**Can I estimate the pressure of a germanium crystal from its volume with a pocket calculator?**

I have these calculated pressures for germanium in the diamond structure. The atoms stay on their sites and only the size of the cell changes. Positive pressure means that the crystal is squeezed, negative that it is held stretched.

Germanium in the diamond structure, calculated with Ansatz 0.2.0 using scalar-relativistic, non-spin-polarised DFT with the PBEsol functional and frozen-core PAW (set soft_2). All runs use a wave cutoff of 420 eV, an 11×11×11 k mesh and Fermi-Dirac smearing of 0.05 eV. Pressure is positive in compression.

```tsv
volume (Å³/atom)	shortest distance (Å)	pressure (GPa)
21.277	2.400	5.701
21.730	2.417	3.814
22.183	2.433	2.137
22.409	2.442	1.377
22.636	2.450	0.663
22.844	2.457	0.039
22.862	2.458	-0.014
23.088	2.466	-0.659
23.541	2.482	-1.843
23.994	2.498	-2.896
```

I tried a straight line: zero pressure at about 22.86 Å³ per atom, and from there the slope of the nearby rows. Close to the zero it works. At 21.277 Å³ it gives 4.6 GPa where the table has 5.7, and at the other end it gives too much tension. Is there a correction that I can carry in my head, and how far can I trust it?

**Answer**

Yes, and it costs one extra multiplication. Your line misses because it adds the same pressure for every Å³ taken away, while the calculated crystal stiffens when squeezed and softens when stretched.

Pressure is the slope of the energy against volume, with its sign reversed. The free energies of the same runs confirm this: their differences from row to row give the mean pressures back to about 0.02 GPa. At the bottom of the energy valley the slope is zero, and that is your volume of zero pressure. If the valley were a symmetric parabola in volume, your straight line would be exact.

The valley is not symmetric. When atoms approach, the repulsion between their electron clouds grows faster than the attraction that binds them, so the squeezed side is the steeper one. This is a general argument; the table doesn't separate the two forces. It does show the result. The bulk modulus, which is the pressure needed per fractional loss of volume, is about 55 GPa between the two most stretched rows and about 90 GPa between the two most squeezed ones.

Between neighbouring rows the modulus rises almost linearly with the pressure, by roughly 4.8 GPa for each GPa. That regularity makes a short rule possible. Write B₀ for the modulus at zero pressure and B′ for its rise per unit of pressure, so that the modulus at pressure P is B₀ + B′P. Adding up the small steps of volume from the zero-pressure volume V₀ to the volume V gives

P = (B₀/B′) × [(V₀/V)^B′ − 1]

To get rid of the awkward power, define the squeeze c = V₀/V − 1, which is positive in compression and negative in stretch. For small c the formula becomes

P ≈ B₀ × c × [1 + (B′ − 1)c/2]

With B′ = 4.8 the factor in front of c in the bracket is 1.9. Rounded to 2, it leaves the rule for the calculator:

**P ≈ B₀ × c × (1 + 2c)**

For this table V₀ = 22.86 Å³ per atom and B₀ = 67 GPa. The first comes from the two rows on either side of zero pressure, the second from the rows at 22.636 and 23.088 Å³. The pressures of the two rows next to the zero are no larger than a few hundredths of a GPa, about the size of the correction for the finite basis, so an error of that size could shift the zero past one of them. V₀ hardly suffers, since 0.02 GPa divided by 67 GPa is only 0.03 % of the volume.

Take a squeezed crystal first, the row at 22.183 Å³:

- c = 22.86/22.183 − 1 = 0.0305
- first step: 67 × 0.0305 = 2.04 GPa
- bracket: 1 + 2 × 0.0305 = 1.061
- estimate: 2.04 × 1.061 ≈ 2.2 GPa

The table has 2.1 GPa. Without the early rounding the estimate is 0.03 GPa too high, or 1.5 % of the table's value, and no row is missed by more in GPa.

Now a stretched one, the row at 23.541 Å³. Here c is −0.0289, the first step gives −1.94 GPa and the bracket is 0.942. The estimate is −1.83 GPa against −1.84 GPa in the table. The bracket has done the opposite of what it did before: it has weakened the response, because a stretched crystal is softer.

Over the whole table the rule stays within about 0.03 GPa, where your straight line is off by as much as 1.1 GPa. In the rows with more than 1 GPa of pressure or tension, that is at most 2 % of the table's value. The rule lies slightly high in every row, partly because its constants were rounded up. A larger V₀ raises every estimate a little, and the extra from taking 2 instead of 1.9 contains c², which is positive on both sides. Both worked rows also helped to set the stiffening, so this agreement shows how compactly the rule describes the table, not how well it would predict new rows. The printed output below lists the estimates row by row.

If you only know bond lengths, you can still use it. All bonds in this structure shrink together, so a small percentage change in bond length counts three times in volume. A bond 1 % too short means c of about 0.03, and so about 2 GPa.

**How far it can be trusted**

The rows cover c from about −0.05 to +0.07. Beyond that, the terms dropped with the power begin to count. At c = 0.2 the short rule lies 6 % below the full formula with B′ = 5. By then it asks for almost 19 GPa, and real germanium gives up the diamond structure at roughly 10 GPa (a recalled figure). Under strong compression the change of structure therefore stops you before the arithmetic does. On the stretched side the calculation holds a perfect crystal under tension, whereas a real piece would tend to crack at its flaws.

The electrons deserve a look too. At small volumes the calculated crystal shows a gap between filled and empty levels, though its size depends on the mesh. From 22.636 Å³ upwards a level that was empty has dropped below the former top of the filled ones, and no gap is left. Real germanium is a semiconductor. Functionals of this kind are known to make gaps too small or to close them. These runs also lack spin-orbit coupling and a mesh point at the true conduction minimum, but neither would be expected to bring the gap back: an added mesh point can't widen a gap, and spin-orbit coupling normally raises the top of the filled levels.

The pressure shows no clear break where the gap closes, which is why one rule serves both sides. The modulus for that one step is about 1 % below the trend of the others. Rounding in the printed volumes explains part of this, and the rows are too coarse to say whether the electrons explain the rest.

For a real crystal, the constants matter more than the bracket. The measured modulus of germanium is roughly 75 GPa (recalled), so the calculated crystal is softer by about a tenth, a far larger error than that of the rule. Much of this is expected to come from the functional, since those of this kind tend to make germanium too soft. The missing thermal motion can't be the excuse: heat normally softens a crystal, so leaving it out should make the calculated one stiffer. The atomic data files were made for a different functional, and the table can't tell how much that matters.

V₀ is more delicate still. An error of 1 % in it shifts an estimate near zero pressure by about 0.7 GPa, and somewhat more in a squeezed crystal. That is a small part of a large pressure but can swamp a small one. So never combine a measured volume with a calculated V₀: take both from the same source, so that their common error largely cancels in c.

For another crystal that shrinks evenly, keep the form of the rule and replace V₀ and B₀. A crystal twice as stiff needs about twice the pressure for the same squeeze. The 2 in the bracket is a sensible first guess, since B′ lies roughly between 4 and 5 for many solids (a recalled range). If B′ were 4, the factor would be 1.5; using that here would cost at most 0.16 GPa, at the smallest volume. When time is short, spend it on a good V₀ first, then on B₀, and leave the 2 alone.

The analysis program printed:

```
volume at zero pressure, Å³/atom: 22.86
bulk modulus near zero pressure, GPa: 66.86
fit of Bpair on 8 rows (wide): constant 66.69 +/- 0.16, coefficient of Pmid 4.794 +/- 0.067; rms 0.355, worst 22.636 0.741, leave-one-out rms 0.426
  rows outside the fit (model, value, miss): 22.862 66.75, 67.29, -0.536
factor of c in the bracket that this stiffening asks for: 1.897
Rule by hand, pressures in GPa:
     row           c  first_step  bracket      rule  rule_less_table  line_less_table
  21.277      0.0744       4.985    1.149     5.727           0.0255           -1.061
   21.73       0.052       3.484    1.104     3.846          0.03248          -0.5021
  22.183     0.03052       2.045    1.061      2.17          0.03257          -0.1528
  22.409     0.02013       1.348     1.04     1.403          0.02571         -0.05517
  22.636    0.009896       0.663     1.02    0.6761          0.01314        -0.006482
  22.844   0.0007004     0.04693    1.001   0.04699         0.007993         0.007894
  22.862  -8.748e-05   -0.005861   0.9998  -0.00586          0.00814         0.008138
  23.088   -0.009875     -0.6616   0.9802   -0.6486          0.01043        -0.009241
  23.541    -0.02893      -1.938   0.9421    -1.826          0.01694          -0.1529
  23.994    -0.04726      -3.167   0.9055    -2.867          0.02877          -0.4276
largest miss of the rule, GPa: 0.03257
largest miss of the rule where the pressure exceeds 1 GPa in size, percent: 1.867
largest miss of the straight line in volume, GPa: 1.061
largest miss with 1.5 in place of 2, GPa: 0.1599
shortfall of the rule against the full fifth-power formula at a c of 0.2, percent: 5.934
Each row with the row before it:
     row  mean_pressure_GPa  pressure_from_energy_GPa  local_modulus_GPa  singlet_less_triplet_eV_of_this_row
  21.277                n/a                       n/a                n/a                                0.558
   21.73              4.758                     4.736              89.57                                0.359
  22.183              2.976                     2.957              81.28                                0.168
  22.409              1.757                     1.755              74.98                                0.075
  22.636               1.02                     1.013              70.84                               -0.016
  22.844              0.351                    0.3505              68.22                               -0.099
  22.862             0.0125                         0              67.29                               -0.106
  23.088            -0.3365                   -0.3438              65.57                               -0.194
  23.541             -1.251                    -1.261              60.93                               -0.366
  23.994             -2.369                     -2.38              55.25                               -0.533
```
